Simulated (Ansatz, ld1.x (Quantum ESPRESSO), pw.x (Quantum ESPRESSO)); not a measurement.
# Te (Z = 52): does the RRKJ potential hold in the solid?

tellurium (Te), norm-conserving RRKJ (Kleinman–Bylander form), made with ld1.x (Quantum ESPRESSO) 7.5 (PBE, scalar-relativistic). Core [Kr] 4d10, reference 5s2 5p2 (charge +2). Waves: 5s (bound): rc 1.60 bohr; 5d channel at 0.5 Ry: rc 1.75 bohr; 5p (bound): rc 2.05 bohr. Local part: the p channel. Core correction: none.

Atomic tests: cutoffs needed: 25 Ry and 35 Ry (the cutoffs (Ry, on a coarse ladder) from which the occupation-weighted sum of valence levels, in a spherical-Bessel basis at the reference potential, stays within 10 and 1 mRy of its value at 400 Ry); ghost test: ghost state, extra bound levels that the all-electron valence spectrum of the same l lacks: d at -146.1 eV; a true bound ghost makes a file unfit for plane-wave use (spherical-Bessel basis up to 400 Ry, 20 bohr box); largest excitation error: +55 meV (all-electron minus pseudo) for 5s2 5p0, out of 7 test configurations.

Crystal test: diamond Te in pw.x 7.5, no spin, 8³ k-points, Fermi–Dirac smearing 0.01 Ry, cutoffs 45/180 Ry. The reference is all-electron LAPW (Ansatz 0.2.0) with the same functional, mesh and smearing; V0 and B0 come from Birch–Murnaghan fits to the pressures at five volumes. Errors are pseudo minus all-electron; Δ is the rms difference of the E(V) curves that follow from these fits, minima aligned, over ±6 % about the mean V0. Mesh and smearing are coarse, so the numbers serve the comparison and aren't converged zero-temperature values; the lattice is a test structure that the element need not adopt.

| V (Å³/atom) | P all-electron (GPa) | P pseudo (GPa) |
| --- | --- | --- |
| 44.119 | 1.50 | -1696.76 |
| 45.280 | 0.70 | -1660.73 |
| 46.441 | -0.00 | -1623.34 |
| 47.602 | -0.62 | -1585.36 |
| 48.763 | -1.16 | -1526.11 |

All-electron: a0 = 7.189 Å (V0 = 46.43 Å³/atom), B0 = 26.3 GPa.

Pseudopotential: converged, but broken (pressure over 100 GPa off). The pressure does not cross zero within the volumes sampled, so no fit is given. The pseudo pressure rises with volume over the whole range, a mechanical instability. Note: ghost state, extra bound levels that the all-electron valence spectrum of the same l lacks: d at -146.1 eV. A true bound ghost makes a file unfit for plane-wave use. A pressure error of this size marks a broken potential; the numbers have no physical meaning.

At the middle volume, how do free energy and pressure move when the wave cutoff is lowered (ecutrho kept at four times it)?

```json
{"cutoff (Ry)": "20", "shift of F (meV/atom)": "+498136.8", "shift of P (GPa)": "+1618.09"}
{"cutoff (Ry)": "27", "shift of F (meV/atom)": "+497708.4", "shift of P (GPa)": "+1606.86"}
{"cutoff (Ry)": "36", "shift of F (meV/atom)": "+275480.5", "shift of P (GPa)": "-2172.68"}
```

The run at the middle volume (29 k-points, 20 iterations) took about 41 s on one core of a shared host (Neoverse-V2, 96 threads, 742 GiB, load 32).
